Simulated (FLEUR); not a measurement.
Here is a FLEUR MaX-R8.1 (later development tree) calculation.

inp.xml

```xml
<?xml version="1.0" encoding="UTF-8" standalone="no"?>
<fleurInput fleurInputVersion="0.39">
   <comment>
      Si                                                                                                  
   </comment>
   <calculationSetup>
      <cutoffs Kmax="4.24" Gmax="13.2" GmaxXC="13.2" numbands="0"/>
      <scfLoop itmax="80" minDistance="0.0001" maxIterBroyd="30" imix="Anderson" alpha="0.05" precondParam="0.0" spinf="2.0" sdNocoIR="T"/>
      <coreElectrons ctail="F" frcor="F" kcrel="0" coretail_lmax="0"/>
      <xcFunctional name="LibXC" relativisticCorrections="F">
         <LibXCName exchange="mgga_x_scan" correlation="mgga_c_scan"/>
         <AuxGGA exchange="117" correlation="130"/>
      </xcFunctional>
      <magnetism jspins="1"/>
      <soc l_soc="F" theta="0.0" phi="0.0" spav="F"/>
      <expertModes spex="0" secvar="F"/>
      <geometryOptimization l_f="F" forcealpha="1.0" forcemix="BFGS" epsdisp="0.00001" epsforce="0.00001"/>
      <ldaU l_linMix="F" mixParam="0.05" spinf="1.0"/>
   </calculationSetup>
   <cell>
      <bzIntegration valenceElectrons="12.0" mode="hist" fermiSmearingEnergy="0.00183747">
         <kPointListSelection listName="default-1"/>
         <!-- k-points included here -->
         <xi:include xmlns:xi="http://www.w3.org/2001/XInclude" href="kpts.xml"> </xi:include>
      </bzIntegration>
      <!-- symmetry operations included here -->
      <xi:include xmlns:xi="http://www.w3.org/2001/XInclude" href="sym.xml"> </xi:include>
      <bulkLattice scale="1.0">
         <bravaisMatrix>
            <row-1>   -3.0744236457227805     3.0744236457227805     2.4950618106341991</row-1>
            <row-2>    3.0744236457227805    -3.0744236457227805     2.4950618106341991</row-2>
            <row-3>    3.0744236457227805     3.0744236457227805    -2.4950618106341991</row-3>
         </bravaisMatrix>
      </bulkLattice>
   </cell>
   <atomSpecies>
      <species name="Silicon (Si)" element="Si" atomicNumber="14">
         <mtSphere radius="2.31" gridPoints="763" logIncrement="0.015"/>
         <atomicCutoffs lmax="9" lnonsphr="9"/>
         <electronConfig flipSpins="F">
            <coreConfig>(1s1/2)</coreConfig>
            <valenceConfig>(2s1/2) (2p1/2) (2p3/2) (3s1/2) (3p1/2) (3p3/2)</valenceConfig>
            <stateOccupation state="(3p1/2)" spinUp="0.333333" spinDown="0.333333"/>
            <stateOccupation state="(3p3/2)" spinUp="0.666667" spinDown="0.666667"/>
         </electronConfig>
         <energyParameters s="3" p="3" d="3" f="4"/>
         <lo type="SCLO" l="0" n="2" eDeriv="0"/>
         <lo type="SCLO" l="1" n="2" eDeriv="0"/>
         <lo type="SCLO" l="2" n="3" eDeriv="2"/>
         <lo type="SCLO" l="3" n="4" eDeriv="2"/>
      </species>
   </atomSpecies>
   <atomGroups>
      <atomGroup species="Silicon (Si)">
         <relPos label="                   1">.0000000000 .0000000000 .0000000000</relPos>
         <force calculate="T" relaxXYZ="TTT"/>
      </atomGroup>
   </atomGroups>
   <output dos="F" band="F" slice="F">
      <checks vchk="F" cdinf="F"/>
      <bandDOS minEnergy="-.5*Htr" maxEnergy="0.5*Htr" sigma="0.015" storeEVData="T"/>
      <vacuumDOS vacdos="F" integ="F" star="F" nstars="0" locx1="0.0" locy1="0.0" locx2="0.0" locy2="0.0" nstm="0" tworkf="0.0"/>
      <unfoldingBand unfoldBand="F" supercellX="1" supercellY="1" supercellZ="1"/>
      <plotting iplot="0" polar="F">
         <plot TwoD="T" vec1="  1.0  0.0  0.0" vec2="  0.0  1.0  0.0" vec3="  0.0  0.0  1.0" zero="  0.0  0.0  0.0" file="plot"/>
      </plotting>
      <chargeDensitySlicing numkpt="0" minEigenval="0.0" maxEigenval="0.0" nnne="0" pallst="F"/>
      <specialOutput eonly="F"/>
      <moessbauerParams electricFieldGradient="T" isomerShift="T" coreHyperfine="T" valenceHyperfine="T"/>
      <magneticCircularDichroism mcd="F" energyLo="-10.0" energyUp="0.0"/>
   </output>
  <!-- We include the file relax.xml here to enable relaxations (see documentation) -->
  <xi:include xmlns:xi="http://www.w3.org/2001/XInclude" href="relax.xml"> <xi:fallback/> </xi:include>
</fleurInput>
```

Contents of crystal.txt:

```
Si
&input cartesian=F /
-1.6269149300  1.6269149300  1.3203298500
1.6269149300  -1.6269149300  1.3203298500
1.6269149300  1.6269149300  -1.3203298500
1.8897261246
1.0 1.0 1.0

1
14 0.0000000000  0.0000000000  0.0000000000

&kpt div1=13 div2=13 div3=13 gamma=T /
```

Contents of inp.xml (bands):

```
<?xml version="1.0" encoding="UTF-8" standalone="no"?>
<fleurInput fleurInputVersion="0.39">
   <comment>
      Si                                                                                                  
   </comment>
   <calculationSetup>
      <cutoffs Kmax="4.24" Gmax="13.2" GmaxXC="13.2" numbands="0"/>
      <scfLoop itmax="80" minDistance="0.0001" maxIterBroyd="30" imix="Anderson" alpha="0.05" precondParam="0.0" spinf="2.0" sdNocoIR="T"/>
      <coreElectrons ctail="F" frcor="F" kcrel="0" coretail_lmax="0"/>
      <xcFunctional name="LibXC" relativisticCorrections="F">
         <LibXCName exchange="mgga_x_scan" correlation="mgga_c_scan"/>
         <AuxGGA exchange="117" correlation="130"/>
      </xcFunctional>
      <magnetism jspins="1"/>
      <soc l_soc="F" theta="0.0" phi="0.0" spav="F"/>
      <expertModes spex="0" secvar="F"/>
      <geometryOptimization l_f="F" forcealpha="1.0" forcemix="BFGS" epsdisp="0.00001" epsforce="0.00001"/>
      <ldaU l_linMix="F" mixParam="0.05" spinf="1.0"/>
   </calculationSetup>
   <cell>
      <bzIntegration valenceElectrons="12.0" mode="hist" fermiSmearingEnergy="0.00183747">
         <kPointListSelection listName="path-1"/>
         <!-- k-points included here -->
         <xi:include xmlns:xi="http://www.w3.org/2001/XInclude" href="kpts.xml"> </xi:include>
      </bzIntegration>
      <!-- symmetry operations included here -->
      <xi:include xmlns:xi="http://www.w3.org/2001/XInclude" href="sym.xml"> </xi:include>
      <bulkLattice scale="1.0">
         <bravaisMatrix>
            <row-1>   -3.0744236457227805     3.0744236457227805     2.4950618106341991</row-1>
            <row-2>    3.0744236457227805    -3.0744236457227805     2.4950618106341991</row-2>
            <row-3>    3.0744236457227805     3.0744236457227805    -2.4950618106341991</row-3>
         </bravaisMatrix>
      </bulkLattice>
   </cell>
   <atomSpecies>
      <species name="Silicon (Si)" element="Si" atomicNumber="14">
         <mtSphere radius="2.31" gridPoints="763" logIncrement="0.015"/>
         <atomicCutoffs lmax="9" lnonsphr="9"/>
         <electronConfig flipSpins="F">
            <coreConfig>(1s1/2)</coreConfig>
            <valenceConfig>(2s1/2) (2p1/2) (2p3/2) (3s1/2) (3p1/2) (3p3/2)</valenceConfig>
            <stateOccupation state="(3p1/2)" spinUp="0.333333" spinDown="0.333333"/>
            <stateOccupation state="(3p3/2)" spinUp="0.666667" spinDown="0.666667"/>
         </electronConfig>
         <energyParameters s="3" p="3" d="3" f="4"/>
         <lo type="SCLO" l="0" n="2" eDeriv="0"/>
         <lo type="SCLO" l="1" n="2" eDeriv="0"/>
         <lo type="SCLO" l="2" n="3" eDeriv="2"/>
         <lo type="SCLO" l="3" n="4" eDeriv="2"/>
      </species>
   </atomSpecies>
   <atomGroups>
      <atomGroup species="Silicon (Si)">
         <relPos label="                   1">.0000000000 .0000000000 .0000000000</relPos>
         <force calculate="T" relaxXYZ="TTT"/>
      </atomGroup>
   </atomGroups>
   <output dos="F" band="T" slice="F">
      <checks vchk="F" cdinf="F"/>
      <bandDOS minEnergy="-.5*Htr" maxEnergy="0.5*Htr" sigma="0.015" storeEVData="T"/>
      <vacuumDOS vacdos="F" integ="F" star="F" nstars="0" locx1="0.0" locy1="0.0" locx2="0.0" locy2="0.0" nstm="0" tworkf="0.0"/>
      <unfoldingBand unfoldBand="F" supercellX="1" supercellY="1" supercellZ="1"/>
      <plotting iplot="0" polar="F">
         <plot TwoD="T" vec1="  1.0  0.0  0.0" vec2="  0.0  1.0  0.0" vec3="  0.0  0.0  1.0" zero="  0.0  0.0  0.0" file="plot"/>
      </plotting>
      <chargeDensitySlicing numkpt="0" minEigenval="0.0" maxEigenval="0.0" nnne="0" pallst="F"/>
      <specialOutput eonly="F"/>
      <moessbauerParams electricFieldGradient="T" isomerShift="T" coreHyperfine="T" valenceHyperfine="T"/>
      <magneticCircularDichroism mcd="F" energyLo="-10.0" energyUp="0.0"/>
   </output>
  <!-- We include the file relax.xml here to enable relaxations (see documentation) -->
  <xi:include xmlns:xi="http://www.w3.org/2001/XInclude" href="relax.xml"> <xi:fallback/> </xi:include>
</fleurInput>
```

Potentials or basis: all-electron, FLAPW.

Command:

```console
$ inpgen -f crystal.txt -profile fastHighL
$ # inp.xml edited to the form shown
$ fleur_MPI
$ fleur_MPI   # second run, on inp.xml (bands)
```

Problem. Predict the band gap along the path.

Solution. None (metal or under the smearing width).

Levels at the corners of the path, in eV from the Fermi level:
```
point  band 5  band 6  band 7  band 8  band 9
    Γ  -15.27    9.78   10.80   10.80   13.44
    X   -8.71   -7.82    9.43   11.86   12.39
    M   -2.50   -2.50   -1.24    1.04    4.31
    Γ  -15.27    9.78   10.80   10.80   13.44
    Z   -1.93   -1.93   -1.24   -0.20    1.69
    P   -3.90   -3.07   -2.63   -2.63   20.25
    N   -6.67   -6.29    5.07    6.46    6.95
   Z1   -1.93   -1.93   -1.24   -0.20    1.69
    M   -2.50   -2.50   -1.24    1.04    4.31
    X   -8.71   -7.82    9.43   11.86   12.39
    P   -3.90   -3.07   -2.63   -2.63   20.25
```

Caveat: the meta-GGA is that of a development version, with a GGA for the radial functions and cores and without core tails.
